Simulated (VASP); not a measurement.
Runs of VASP 6.6.1 on Pb. Symmetry: P6_3/mmc, No. 194, hexagonal system. The conventional cell has a = 3.480 Å, b = 3.480 Å, c = 5.590 Å, α = 90.00°, β = 90.00°, γ = 120.00°. Around Pb (site symmetry -6m2) lie 12 Pb at 3.44 to 3.48 Å. This isn't the form of Pb at room conditions, which is fcc.

```tsv
task	level	cell	k mesh	further INCAR settings	k mesh for the DOS	occupations for the DOS	gap on the mesh (eV)	pressure (GPa)
electric field gradients	PBE	z stretched by -1.5 % at fixed volume, crystal datasets	14 × 14 × 8	ALGO = Fast; EDIFF = 1e-08; NBANDS = 21	-	-	none	(a)
electric field gradients	PBE	volume scaled by 1.06, crystal datasets	14 × 14 × 8	ALGO = Fast; EDIFF = 1e-08; NBANDS = 21	-	-	none	1.1
electric field gradients	PBE	as given	10 × 10 × 6	ALGO = Fast; EDIFF = 1e-08; NBANDS = 21	-	-	none	3.9
electric field gradients	PBEsol	functional pbesol, volume scaled by 1.04, PAW files	14 × 14 × 8	ALGO = Fast; EDIFF = 1e-08; NBANDS = 21	-	-	none	-0.9
```

Alike in all rows: potentials or basis VASP PAW PBE potentials, release 64 (Pb_d); no spin polarisation; cutoff (eV) 520; smearing fermi-dirac 0.08 eV.

Problem. Fill in the values left out.

Solution. (a) 4.1.

Caveats: the PAW data sets were made with another functional, which shifts forces and pressure a little (some runs).

A k mesh can miss the band edges, and the runs leave out spin-orbit coupling on Pb.

A gap of «none» marks a metal or a gap under the smearing width.
